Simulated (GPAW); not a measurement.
# Cu (P-1) in GPAW: single point with PBE

Aim: the single point of Cu with PBE.

Program: GPAW 26.7.0. These are calculated values, not measurements. Logs are shortened: lines on timing, memory, paths and dates and some standing lists are left out, and cuts for length are marked. The log counts tension as positive stress, the text compression.

### 1 The cell of the first run

The typed cell holds 1 atom: a = 2.565 Å, b = 2.598 Å, c = 2.506 Å, α = 59.95°, β = 60.31°, γ = 59.68°.

### 2 Single point, PBE (cell sheared at random, sigma 0.01, atoms nudged by 0.01 Å)

Contents of run.py:

```python
from ase.dft.bandgap import bandgap
from ase.io import read, write
from ase.units import GPa
from gpaw import GPAW, PW, setup_paths

setup_paths.insert(0, '.')

atoms = read('Cu.xyz')

calc = GPAW(mode=PW(800),
            xc='PBE',
            kpts={'size': (10, 10, 10), 'gamma': True},
            occupations={'name': 'fermi-dirac', 'width': 0.05},
            setups='sg15',
            nbands=-9,
            maxiter=120,
            txt='gpaw.txt')
atoms.calc = calc
energy = atoms.get_potential_energy()
forces = atoms.get_forces()
stress = atoms.get_stress()
calc.write('gs.gpw')
write('result.traj', atoms)
print(f'Energy: {energy:.6f} eV')
print('Forces (eV/A):')
print(forces.round(4))
print('Stress (GPa):', (stress / GPa).round(3))
print('Fermi level:', round(calc.get_fermi_level(), 4), 'eV')
print(f'Gap: {bandgap(calc)[0]:.4f} eV, direct: {bandgap(calc, direct=True)[0]:.4f} eV')
```

Contents of Cu.xyz:

```xyz
1
Lattice="-0.0044255800 1.7884307700 1.8385346600 1.8229069400 -0.0174867600 1.8515958300 1.7828182100 1.7614032200 0.0226019700" Properties=species:S:1:pos:R:3 pbc="T T T"
Cu     0.0000000000      0.0000000000      0.0000000000
```

Potentials or basis: SG15 ONCV 1.2, pw.

The run is started by

```sh
> OMP_NUM_THREADS=1 python run.py
```

gpaw.txt:

```text
__  _  _
 | _ |_)|_||  |
 |__||  | ||/\| - 26.7.0

Input parameters:
  mode=PW(ecut=800.0),
  kpts=MonkhorstPack(size=(10, 10, 10), gamma=True),
  maxiter=120,
  nbands=-9,
  occupations=Occupations(name='fermi-dirac', width=0.05),
  setups={'default': 'sg15'},
  xc=XC(name='PBE')

Diagonalizing LCAO Hamiltonian
Converting LCAO to pw mode

       Cu

Atoms  # Å, Bohr magnetons
|   | symbol |        x |        y |        z |    initial magnetic moments |
|---|--------|----------|----------|----------|-----------------------------|
| 0 |     Cu | 0.000000 | 0.000000 | 0.000000 | ( 0.0000,  0.0000,  0.0000) |

Unit cell  # Å
| periodic |         x |         y |        z |  lengths |    angles |
|----------|-----------|-----------|----------|----------|-----------|
|      yes | -0.004426 |  1.788431 | 1.838535 | 2.564900 | 59.951402 |
|      yes |  1.822907 | -0.017487 | 1.851596 | 2.598404 | 60.312182 |
|      yes |  1.782818 |  1.761403 | 0.022602 | 2.506291 | 59.676266 |

Number of symmetries: 2
Symmetry operations  # r_c * U_cc + t_c -> r_c
|   | kind |            matrix            |
|---|------|------------------------------|
| 0 |  E   |  1, 0, 0,  0, 1, 0,  0, 0, 1 |
| 1 |  i   | -1, 0, 0,  0,-1, 0,  0, 0,-1 |

BZ-sampling:
  Number of BZ points: 1000
  Number of IBZ points: 504

  Monkhorst-Pack size: [10, 10, 10]
  Monkhorst-Pack shift: [0.05, 0.05, 0.05]

K-points  # in reciprocal-cell coordinates
|     |                                coordinates |     weight |
|-----|--------------------------------------------|------------|
|   0 | (  0.00000000,   0.00000000,   0.00000000) | 0.00100000 |
|   1 | (  0.00000000,   0.00000000,   0.10000000) | 0.00200000 |
|   2 | (  0.00000000,   0.00000000,   0.20000000) | 0.00200000 |
|   3 | (  0.00000000,   0.00000000,   0.30000000) | 0.00200000 |
|   4 | (  0.00000000,   0.00000000,   0.40000000) | 0.00200000 |
|   5 | (  0.00000000,   0.00000000,   0.50000000) | 0.00100000 |
|   6 | (  0.00000000,   0.10000000,  -0.40000000) | 0.00200000 |
|   7 | (  0.00000000,   0.10000000,  -0.30000000) | 0.00200000 |
|   8 | (  0.00000000,   0.10000000,  -0.20000000) | 0.00200000 |
|   9 | (  0.00000000,   0.10000000,  -0.10000000) | 0.00200000 |
| ... |                                            |            |
| 503 | (  0.50000000,   0.50000000,   0.50000000) | 0.00100000 |

Plane wave coefficients: 618
Cutoff: 800.0 eV

Spin-components: 1 (collinear spins)
Bands:           18
Projectors:      6
Spin-degeneracy: 2
Datatype:        complex128

Parallelization:
  kpt:    1
  domain: 1
  band:   1

Density:
  Valence electrons: 19.0
  Components: 1
  Grid points: [18 18 18]
  Charge: 0.0  # |e|

Potential:
  Grid points: [18 18 18]

species:
  Norm-conserving UPF setup:
    Element:   Cu
    Z:         29
    Valence: 19.0
  Projectors:
    l=0 rcut=1.95
    l=0 rcut=1.95
    l=1 rcut=1.95
    l=1 rcut=1.95
    l=2 rcut=1.95
    l=2 rcut=1.95
  No states stored on this setup
  Local potential cutoff: 2.02
  Comp charge cutoff:     2.02
  File: ./Cu_ONCV_PBE-1.2.upf

    LCAO basis set for Cu:
      Name: atompaw.sz
      This basis set was not loaded from a file
      Number of radial functions: 4
      Number of spherical harmonics: 10
        l=0, rc=8.9500 Bohr: 3s e=-4.232 f=2.000
        l=0, rc=8.9500 Bohr: 4s e=-0.179 f=1.000
        l=1, rc=8.9500 Bohr: 3p e=-2.659 f=6.000
        l=2, rc=8.9500 Bohr: 3d e=-0.194 f=10.000
      Number of RI-basis functions 0

Reference energy: 0.000000  # eV

eigensolver:
  PPCG
  Converge bands: occupied
  niter=2

density mixing:
  MSR1-Mixer
  Pratt-step length: 0.05
  Maximum mixing coefficient: 0.75
  Old densities: 10
  SVD Regularization: 0.005
  Good broyden scale: 1.0
  Trust region scale: 1.0
  Backstep threshold: 4.0
  History deletion threshold: 6.0
  Fourier metric: weight=20.0, sigma=0.015

occupation numbers:
  Fermi-Dirac:
    width: 0.0500  # eV

poisson solver:
  ecut: 6400.0  # eV

xc functional:
  name: PBE with 2 nearest neighbor stencil

convergence criteria:
- Maximum [total energy] change in last 3 cyles: 0.0005 eV / valence electron
- Maximum integral of absolute [dens]ity change: 0.0001 electrons / valence electron
- Maximum integral of absolute [eigenst]ate change: 4e-08 eV^2 / valence electron
maximum number of iterations: 120

SCF iterations
|iter     | |      energy | eigst |  dens |
|---------|-|-------------|-------|-------|
|iter:   1| |-4968.075655 | +0.59 |       |
|iter:   2| |-4967.960788 | -1.31 | -1.23 |
|iter:   3| |-4967.611149 | -0.91 | -1.28 |
|iter:   4| |-4967.529224 | -1.97 | -1.66 |
|iter:   5| |-4967.529878 | -3.66 | -2.29 |
|iter:   6| |-4967.529883c| -5.62 | -3.43 |
|iter:   7| |-4967.529883c| -7.06 | -4.18c|
|iter:   8| |-4967.529882c| -8.00c| -5.08c|

Converged in 8 steps
Energy contributions relative to reference atoms: (reference = 0.000000)

Energy contributions:
  Kinetic:         585.894663
  Coulomb:       -6082.186411
  Zero:           1002.670872
  External:          0.000000
  Xc:             -473.906937
  Entropy:          -0.004139
  Spinorbit:         0.000000
  ----------------------------
  Free energy:   -4967.531952
  Extrapolated:  -4967.529882

dipole moment: (-34.212346, -33.557299, -35.270958)  # |e|*Ang

Fermi level: 10.644
Eigenvalues  # (at kpt = [0.000, 0.000, 0.000])
| band index |      eig [eV] | occ [0-2] |
|------------|---------------|-----------|
|          0 |      -102.483 |     2.000 |
|        ... |               |           |
|          2 |       -59.614 |     2.000 |
|          3 |       -59.608 |     2.000 |
|          4 |         1.375 |     2.000 |
|          5 |         7.509 |     2.000 |
|          6 |         7.616 |     2.000 |
|          7 |         7.765 |     2.000 |
[... 8 lines left out ...]
|         16 |        39.429 |     0.000 |
|         17 |        42.334 |     0.000 |

No gap
No difference between direct/indirect transitions

Forces  # eV/Ang
|       x |       y |       z |
|---------|---------|---------|
| 0.00000 | 0.00000 | 0.00000 |  # Cu   0

Stress tensor  # eV/Ang^3
|         x |         y |         z |
|-----------|-----------|-----------|
|  1.068913 | -0.009802 |  0.006786 |
| -0.009802 |  1.062619 | -0.000336 |
|  0.006786 | -0.000336 |  1.072161 |

# Writing to gs.gpw (mode='')
```

Wall time 2 min (1 thread of Arm Neoverse V1, shared host); peak memory 0.26 GiB.

What came out:

| Item | Value |
| --- | --- |
| Free energy | -4967.5320 eV |
| Pressure | -171.1 GPa |
| Band gap on the k mesh | none (metal or under the smearing width) |

Caveat: a pressure of tens of GPa on the cell as given is suspect, and the run, the potentials or the cell itself is likely at fault.
